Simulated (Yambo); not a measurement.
# GaN (P6_3mc) in Yambo: a series of runs, part 2 of 3

Yambo 5.3.0.

## Step 4: Optical spectrum, PBEsol

File optics1.in:

```
optics
chi
Chimod= "HARTREE"
% BndsRnXd
 1 | 43 |
%
NGsBlkXd= 3 Ry
% LongDrXd
 1 | 0 | 0 |
%
% QpntsRXd
 1 | 1 |
%
% EnRngeXd
 0 | 20 | eV
%
% DmRngeXd
 0.1 | 0.1 | eV
%
ETStpsXd= 200
```

File scf.in:

```
&CONTROL
  calculation = 'scf'
  prefix = 'pwscf'
  outdir = './tmp'
  pseudo_dir = './pseudo'
/
&SYSTEM
  ibrav = 0
  nat = 4
  ntyp = 2
  ecutwfc = 84
  nbnd = 26
  occupations = 'smearing'
  smearing = 'fd'
  degauss = 0.00367493
  force_symmorphic = .true.
/
&ELECTRONS
  conv_thr = 8d-10
  electron_maxstep = 120
  mixing_beta = 0.5
/
ATOMIC_SPECIES
Ga    69.7230 Ga.upf
N     14.0070 N.upf
CELL_PARAMETERS angstrom
   3.1800000000    0.0000000000    0.0000000000
  -1.5900000000    2.7539607840    0.0000000000
   0.0000000000    0.0000000000    5.1660000000
ATOMIC_POSITIONS crystal
Ga     0.6666666667    0.3333333333    0.5000000000
Ga     0.3333333333    0.6666666667    0.0000000000
N      0.6666666667    0.3333333333    0.8750000000
N      0.3333333333    0.6666666667    0.3750000000
K_POINTS automatic
12 12 6 0 0 0
```

File nscf.in:

```
&CONTROL
  calculation = 'nscf'
  prefix = 'pwscf'
  outdir = './tmp'
  pseudo_dir = './pseudo'
/
&SYSTEM
  ibrav = 0
  nat = 4
  ntyp = 2
  ecutwfc = 84
  nbnd = 48
  occupations = 'fixed'
  force_symmorphic = .true.
/
&ELECTRONS
  conv_thr = 1d-08
  diago_full_acc = .true.
  diago_thr_init = 1d-06
/
ATOMIC_SPECIES
Ga    69.7230 Ga.upf
N     14.0070 N.upf
CELL_PARAMETERS angstrom
   3.1800000000    0.0000000000    0.0000000000
  -1.5900000000    2.7539607840    0.0000000000
   0.0000000000    0.0000000000    5.1660000000
ATOMIC_POSITIONS crystal
Ga     0.6666666667    0.3333333333    0.5000000000
Ga     0.3333333333    0.6666666667    0.0000000000
N      0.6666666667    0.3333333333    0.8750000000
N      0.3333333333    0.6666666667    0.3750000000
K_POINTS automatic
9 9 6 0 0 0
```

Potentials or basis: PseudoDojo 0.4.1 SR PBEsol standard.

Launch:

```
> OMP_NUM_THREADS=1 pw.x -in scf.in > scf.out
> OMP_NUM_THREADS=1 pw.x -in nscf.in > nscf.out
> cd tmp/pwscf.save; p2y; mv SAVE ../..; cd ../..
> OMP_NUM_THREADS=1 yambo
> OMP_NUM_THREADS=1 yambo -F optics1.in -J optics1 -C optics1_out
```

Yambo's report:

```text
[... sections 02.01 to 02.04 as in the set-up run ...]

  [02.05] Energies & Occupations
  ==============================

  [X] === General ===
  [X] Electronic Temperature                        :  0.000000  0.000000 [eV K]
  [X] Bosonic    Temperature                        :  0.000000  0.000000 [eV K]
  [X] Finite Temperature mode                       : no
  [X] El. density                                   :  0.79573E+24 [cm-3]
  [X] Fermi Level                                   :  10.66830 [eV]

  [X] === Gaps and Widths ===
  [X] Conduction Band Min                           :  1.948693 [eV]
  [X] Valence Band Max                              :  0.000000 [eV]
  [X] Filled Bands                                  :  18
  [X] Empty Bands                                   :   19   48
  [X] Direct Gap                                    :  1.948693 [eV]
  [X] Direct Gap localized at k                     :  1
  [X] Indirect Gap                                  :  1.948693 [eV]
  [X] Indirect Gap between kpts                     :  1  1
  [X] Last valence band width                       :  2.748821 [eV]
  [X] 1st conduction band width                     :  4.483686 [eV]

 [03] Transferred momenta grid and indexing
 ==========================================

 IBZ Q-points                                      :   62
 BZ  Q-points                                      :   486

 K/Q-points units:
 rlu = crystal or reduced units; cc = cartesian coordinates; iku = interal k-units

 Q [ 1]         [rlu]:  0.000000  0.000000  0.000000
 Q [ 2]         [rlu]:  0.000000  0.000000  0.166667
 Q [ 3]         [rlu]:  0.000000  0.000000  0.333333
 Q [ 4]         [rlu]:  0.000000  0.000000 -0.500000
 Q [ 5]         [rlu]: -0.42031E-17  0.11111       0.0000
 Q [ 6]         [rlu]: -0.42031E-17  0.11111      0.16667
 Q [ 7]         [rlu]: -0.42031E-17  0.11111      0.33333
 Q [ 8]         [rlu]: -0.42031E-17  0.11111     -0.50000
 Q [ 9]         [rlu]: -0.84063E-17  0.22222       0.0000
 Q [10]         [rlu]: -0.84063E-17  0.22222      0.16667
 Q [11]         [rlu]: -0.84063E-17  0.22222      0.33333
 Q [12]         [rlu]: -0.84063E-17  0.22222     -0.50000
 Q [13]         [rlu]: -0.12609E-16  0.33333       0.0000
 Q [14]         [rlu]: -0.12609E-16  0.33333      0.16667
 Q [15]         [rlu]: -0.12609E-16  0.33333      0.33333
[... 33 lines left out ...]
 Q [49]         [rlu]:  0.42031E-17 -0.11111      0.16667
 Q [50]         [rlu]:  0.42031E-17 -0.11111      0.33333

 Remaining 12 points informations can be written running with -fatlog

 [WARNING] [Xd] User bands 1-43 break level degeneracy

 [04] Dipoles
 ============

  [04.01] Setup: observables and procedures
  =========================================

  [WARNING] [x,Vnl] slows the Dipoles computation. To neglect it rename the ns.kb_pp file
  [WF-Oscillators/G space/Transverse up loader] Normalization (few states)  min/max  :  0.74643E-17   1.0000

  [WR./optics1//ndb.dipoles]------------------------------------------------------
   Brillouin Zone Q/K grids (IBZ/BZ)                :    62   486    62   486
   RL vectors                                       :   5011 [WF]
   Fragmentation                                    : yes
   Electronic Temperature                           :  0.000000 [K]
   Bosonic    Temperature                           :  0.000000 [K]
   DIP band range                                   :    1   43
   DIP band range limits                            :  18  19
   DIP e/h energy range                             : -1.000000 -1.000000 [eV]
   RL vectors in the sum                            :   5011
   [r,Vnl] included                                 : yes
   Bands ordered                                    : yes
   Direct v evaluation                              : no
   Approach used                                    : G-space v
   Dipoles computed                                 : R V P [G-space]
   Wavefunctions                                    : Perdew, Burke & Ernzerhof SOL(X)+Perdew, Burke & Ernzerhof SOL(C)

  [WARNING] [r,Vnl^pseudo] included in position and velocity dipoles.

  [WARNING] In case H contains other non local terms, these are neglected

 [05] Optics
 ===========

 [X-CG] R(p) Tot o/o(of R):   14344  218700     100
```

o-optics1.eps_q1_inv_rpa_dyson:

```text
# Absorption @ Q(1):   1.00000000      0.00000000      0.00000000    [q->0 direction]
#
# [ X ] Hartree size                              :   35
# [GEN] GF Energies                               : Perdew, Burke & Ernzerhof SOL(X)+Perdew, Burke & Ernzerhof SOL(C)
# [GEN] Green`s Function                          : T-ordered
#
# [GEN] Gauge                                     : Length
# [GEN] [r,Vnl] included                          : yes
#
#    E[1] [eV]          Im(eps)            Re(eps)            Im(eps_o)          Re(eps_o)
#
        0.000000           0.073706           5.746417           0.075896           5.959239
        0.100503           0.073849           5.748030           0.076034           5.960842
        0.201005           0.074281           5.752889           0.076456           5.965671
        0.301508           0.075017           5.761058           0.077173           5.973789
        0.402010           0.076081           5.772648           0.078210           5.985302
        0.502513           0.077512           5.787823           0.079603           6.000369
[... 192 lines left out ...]
        19.89950           0.553656          -0.006157           0.547271          -0.018737
        20.00000           0.478292           0.032116           0.483310           0.043159
#
```

Wall time 3.6 min (1 thread of Arm Neoverse V2, shared host); peak memory 0.78 GiB.

Results:

| Property | Result |
| --- | --- |
| Band gap on the k mesh, mean-field level | 1.95 eV, direct |
| Electronic dielectric constant along the field | 5.75 |
| Electronic dielectric constant along the field, independent particles | 5.96 |

Dielectric function (along the field direction of the input):
| energy (eV) | real part | imaginary part |
| --- | --- | --- |
| 0.30 | 5.76 | 0.08 |
| 0.90 | 5.89 | 0.09 |
| 1.61 | 6.41 | 0.21 |
| 2.31 | 6.34 | 0.34 |
| 3.02 | 5.62 | 1.49 |
| 3.62 | 5.67 | 1.71 |
| 4.32 | 7.96 | 1.64 |
| 5.03 | 7.48 | 1.53 |
| 5.73 | 6.08 | 5.37 |
| 6.33 | 7.16 | 7.86 |
| 7.04 | 3.45 | 4.21 |
| 7.74 | 1.90 | 8.64 |
| 8.44 | 1.68 | 3.76 |
| 9.05 | 1.37 | 7.66 |
| 9.75 | -0.39 | 4.43 |
| 10.45 | 2.03 | 3.58 |
| 11.16 | 1.55 | 5.20 |
| 11.76 | -0.72 | 4.94 |
| 12.46 | -1.27 | 4.39 |
| 13.17 | -2.19 | 2.19 |
| 13.87 | -0.73 | 2.55 |
| 14.47 | -1.29 | 1.74 |
| 15.18 | -0.94 | 1.04 |
| 15.88 | -0.87 | 1.13 |
| 16.58 | -0.30 | 0.86 |
| 17.19 | -0.36 | 0.82 |
| 17.89 | -0.23 | 0.68 |
| 18.59 | -0.02 | 0.64 |
| 19.30 | -0.04 | 0.78 |
| 20.00 | 0.03 | 0.48 |

Caveat: spectra need much finer meshes, so this one isn't converged; these spectra lack excitons; an odd mesh through Γ misses points on the zone boundary, where band edges often lie.

## Step 5: Optical spectrum, PBEsol

File optics2.in:

```
optics
chi
tddft
Chimod= "ALDA"
% BndsRnXd
 1 | 43 |
%
NGsBlkXd= 3 Ry
% LongDrXd
 1 | 0 | 0 |
%
% QpntsRXd
 1 | 1 |
%
% EnRngeXd
 0 | 20 | eV
%
% DmRngeXd
 0.1 | 0.1 | eV
%
ETStpsXd= 200
FxcGRLc= 3 Ry
VXCRLvcs= 3 Ry
```

scf.in is that of step 4.

nscf.in is that of step 4.

Potentials or basis: PseudoDojo 0.4.1 SR PBEsol standard.

Launch:

```
> OMP_NUM_THREADS=1 pw.x -in scf.in > scf.out
> OMP_NUM_THREADS=1 pw.x -in nscf.in > nscf.out
> cd tmp/pwscf.save; p2y; mv SAVE ../..; cd ../..
> OMP_NUM_THREADS=1 yambo
> OMP_NUM_THREADS=1 yambo -F optics2.in -J optics2 -C optics2_out
```

Yambo's report:

```text
[... sections 02.01 to 02.04 as in the set-up run ...]

  [02.05] Energies & Occupations
  ==============================

  [X] === General ===
  [X] Electronic Temperature                        :  0.000000  0.000000 [eV K]
  [X] Bosonic    Temperature                        :  0.000000  0.000000 [eV K]
  [X] Finite Temperature mode                       : no
  [X] El. density                                   :  0.79573E+24 [cm-3]
  [X] Fermi Level                                   :  10.66830 [eV]

  [X] === Gaps and Widths ===
  [X] Conduction Band Min                           :  1.948693 [eV]
  [X] Valence Band Max                              :  0.000000 [eV]
  [X] Filled Bands                                  :  18
  [X] Empty Bands                                   :   19   48
  [X] Direct Gap                                    :  1.948693 [eV]
  [X] Direct Gap localized at k                     :  1
  [X] Indirect Gap                                  :  1.948693 [eV]
  [X] Indirect Gap between kpts                     :  1  1
  [X] Last valence band width                       :  2.748821 [eV]
  [X] 1st conduction band width                     :  4.483686 [eV]

 [03] Transferred momenta grid and indexing
 ==========================================

 IBZ Q-points                                      :   62
 BZ  Q-points                                      :   486

 K/Q-points units:
 rlu = crystal or reduced units; cc = cartesian coordinates; iku = interal k-units

 Q [ 1]         [rlu]:  0.000000  0.000000  0.000000
 Q [ 2]         [rlu]:  0.000000  0.000000  0.166667
 Q [ 3]         [rlu]:  0.000000  0.000000  0.333333
 Q [ 4]         [rlu]:  0.000000  0.000000 -0.500000
 Q [ 5]         [rlu]: -0.42031E-17  0.11111       0.0000
 Q [ 6]         [rlu]: -0.42031E-17  0.11111      0.16667
 Q [ 7]         [rlu]: -0.42031E-17  0.11111      0.33333
 Q [ 8]         [rlu]: -0.42031E-17  0.11111     -0.50000
 Q [ 9]         [rlu]: -0.84063E-17  0.22222       0.0000
 Q [10]         [rlu]: -0.84063E-17  0.22222      0.16667
 Q [11]         [rlu]: -0.84063E-17  0.22222      0.33333
 Q [12]         [rlu]: -0.84063E-17  0.22222     -0.50000
 Q [13]         [rlu]: -0.12609E-16  0.33333       0.0000
 Q [14]         [rlu]: -0.12609E-16  0.33333      0.16667
 Q [15]         [rlu]: -0.12609E-16  0.33333      0.33333
[... 33 lines left out ...]
 Q [49]         [rlu]:  0.42031E-17 -0.11111      0.16667
 Q [50]         [rlu]:  0.42031E-17 -0.11111      0.33333

 Remaining 12 points informations can be written running with -fatlog

 [WARNING] [Xd] User bands 1-43 break level degeneracy

 [04] Dipoles
 ============

  [04.01] Setup: observables and procedures
  =========================================

  [WARNING] [x,Vnl] slows the Dipoles computation. To neglect it rename the ns.kb_pp file
  [WF-Oscillators/G space/Transverse up loader] Normalization (few states)  min/max  :  0.74643E-17   1.0000

  [WR./optics2//ndb.dipoles]------------------------------------------------------
   Brillouin Zone Q/K grids (IBZ/BZ)                :    62   486    62   486
   RL vectors                                       :   5011 [WF]
   Fragmentation                                    : yes
   Electronic Temperature                           :  0.000000 [K]
   Bosonic    Temperature                           :  0.000000 [K]
   DIP band range                                   :    1   43
   DIP band range limits                            :  18  19
   DIP e/h energy range                             : -1.000000 -1.000000 [eV]
   RL vectors in the sum                            :   5011
   [r,Vnl] included                                 : yes
   Bands ordered                                    : yes
   Direct v evaluation                              : no
   Approach used                                    : G-space v
   Dipoles computed                                 : R V P [G-space]
   Wavefunctions                                    : Perdew, Burke & Ernzerhof SOL(X)+Perdew, Burke & Ernzerhof SOL(C)

  [WARNING] [r,Vnl^pseudo] included in position and velocity dipoles.

  [WARNING] In case H contains other non local terms, these are neglected

 [05] Optics
 ===========

 [xc] Functional : Perdew, Burke & Ernzerhof SOL(X)+Perdew, Burke & Ernzerhof SOL(C)
 [xc] LIBXC used to calculate xc functional
  PP Number of Atomic Species                      :  2
  NLCC RL compoments                               :   31863
 [X-CG] R(p) Tot o/o(of R):   14344  218700     100
```

o-optics2.eps_q1_inv_alda_dyson:

```text
# Absorption @ Q(1):   1.00000000      0.00000000      0.00000000    [q->0 direction]
#
# [ X ] Hartree size                              :   35
# [GEN] GF Energies                               : Perdew, Burke & Ernzerhof SOL(X)+Perdew, Burke & Ernzerhof SOL(C)
# [GEN] Green`s Function                          : T-ordered
#
# [GEN] Gauge                                     : Length
# [GEN] [r,Vnl] included                          : yes
#
#    E[1] [eV]          Im(eps)            Re(eps)            Im(eps_o)          Re(eps_o)
#
        0.000000           0.074869           5.829657           0.075896           5.959239
        0.100503           0.075012           5.831278           0.076034           5.960842
        0.201005           0.075444           5.836163           0.076456           5.965671
        0.301508           0.076180           5.844375           0.077173           5.973789
        0.402010           0.077245           5.856025           0.078210           5.985302
        0.502513           0.078676           5.871276           0.079603           6.000369
[... 192 lines left out ...]
        19.89950           0.556729          -0.015152           0.547271          -0.018737
        20.00000           0.482482           0.030822           0.483310           0.043159
#
```

It took 3.6 min on 1 thread of Arm Neoverse V2, shared host; peak memory 0.78 GiB.

Results:

```
Band gap on the k mesh, mean-field level                              : 1.95 eV, direct
Electronic dielectric constant along the field                        : 5.83
Electronic dielectric constant along the field, independent particles : 5.96
```

Dielectric function (along the field direction of the input):
```csv
energy (eV),real part,imaginary part
0.30,5.84,0.08
0.90,5.97,0.09
1.61,6.49,0.22
2.31,6.43,0.35
3.02,5.72,1.48
3.62,5.78,1.69
4.32,8.08,1.64
5.03,7.66,1.54
5.73,6.23,5.42
6.33,7.38,8.07
7.04,3.68,4.33
7.74,1.97,8.85
8.44,1.86,3.81
9.05,1.42,7.95
9.75,-0.37,4.67
10.45,2.16,3.94
11.16,1.39,5.75
11.76,-1.08,5.12
12.46,-1.67,4.35
13.17,-2.24,2.08
13.87,-0.87,2.56
14.47,-1.33,1.67
15.18,-0.94,1.01
15.88,-0.89,1.10
16.58,-0.31,0.86
17.19,-0.35,0.82
17.89,-0.22,0.69
18.59,-0.04,0.65
19.30,-0.06,0.80
20.00,0.03,0.48
```

Caveat: the LDA kernel is used on GGA states, which is inconsistent by a few percent; spectra need much finer meshes, so this one isn't converged; these spectra lack excitons; an odd mesh through Γ misses points on the zone boundary, where band edges often lie.

(Continued in part 3 of 3.)
